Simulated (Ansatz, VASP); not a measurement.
# One calculation of AlN, two programs

```
CELL_PARAMETERS angstrom
0.00000 2.27227 2.27227
2.27227 0.00000 2.27227
2.27227 2.27227 0.00000
ATOMIC_POSITIONS crystal
Al 0.00000 0.00000 0.00000
N 0.25000 0.25000 0.25000
```

Change from the starting cell: hydrostatic strain +4.0%.

Alike in both runs: task single point; functional PBE; k mesh 10 × 10 × 10; occupations fermi-dirac, width 0.02 eV; no spin polarisation.

|  | VASP | Ansatz |
| --- | --- | --- |
| version | VASP 6.6.1 | Ansatz 0.2.0 |
| potentials or method | VASP PAW PBE potentials, release 64 (Al, N) | plane waves, PAW |
| plane-wave cutoff (eV) | 520 | 420 |
| valence electrons in the cell | 8 | 8 |

```tsv
	VASP	Ansatz	Ansatz less VASP
gap on the k mesh at the Fermi level (eV)	3.18	3.18	-0.004
pressure (GPa)	-15.4	-15.1	+0.27
```

The functional is the same, so the differences come from potentials, cutoffs and numerics.

Caveats: so large a pressure means that the cell lies far from this level's equilibrium, or that cutoff or potentials fall short (VASP). A k mesh can miss the band edges.
